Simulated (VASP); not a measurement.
Set up this calculation in VASP 6.6.1, as the native input.

| Property | Result |
| --- | --- |
| Task | single point |
| Functional | PBE |
| Potentials or basis | VASP PAW PBE potentials, release 64 (Pb_d_GW, Te_GW) |
| Cutoff | 400 eV |
| k mesh | 4 × 4 × 4 |
| Occupations | gaussian, width 0.02 eV |
| Spin | no spin polarisation |
| Further INCAR settings | ALGO = Fast; EDIFF = 1e-06; NBANDS = 18 |

The structure of TePb lies in POSCAR:

```
TePb
1.0
    0.0000000000      3.2310000000      3.2310000000
    3.2310000000      0.0000000000      3.2310000000
    3.2310000000      3.2310000000      0.0000000000
Pb Te
1 1
Direct
    0.0000000000      0.0000000000      0.0000000000
    0.5000000000      0.5000000000      0.5000000000
```

One way to write it, as run:

INCAR

```
SYSTEM = TePb
PREC     = Accurate       ! precision mode
ENCUT    = 400            ! plane-wave cutoff, eV
EDIFF    = 1E-6           ! SCF threshold, eV
ISMEAR   = 0              ! smearing method
SIGMA    = 0.02           ! smearing width, eV
LREAL    = .False.        ! projectors in reciprocal space
LASPH    = .True.         ! aspherical terms in the spheres
NELM     = 80             ! most SCF steps
ALGO     = Fast           ! electronic algorithm
ISIF     = 2              ! what is computed and relaxed
LWAVE    = .False.        ! write WAVECAR
LCHARG   = .False.        ! write CHGCAR
GGA      = PE             ! functional
NBANDS   = 18             ! bands
```

KPOINTS

```
Automatic mesh
0
Gamma
  4 4 4
  0 0 0
```

Potentials or basis: VASP PAW PBE potentials, release 64 (Pb_d_GW, Te_GW).

Run with:

```bash
$ cat potpaw_PBE.64/Pb_d_GW/POTCAR potpaw_PBE.64/Te_GW/POTCAR > POTCAR
$ mpirun -np 1 vasp_std > vasp.out
```

Results of the run:

- Pressure: 1.9 GPa
- Band gap on the k mesh: 0.73 eV, direct

Caveat: the k mesh is coarse (spacing up to 0.42 Å⁻¹), so the values aren't converged; spin-orbit coupling is left out, which as a rule narrows the gap of such compounds by several tenths of an eV.

Run time: 7.7 s on 1 thread of AMD EPYC 9R45 (Zen 5) (shared host), peak memory 0.14 GiB.
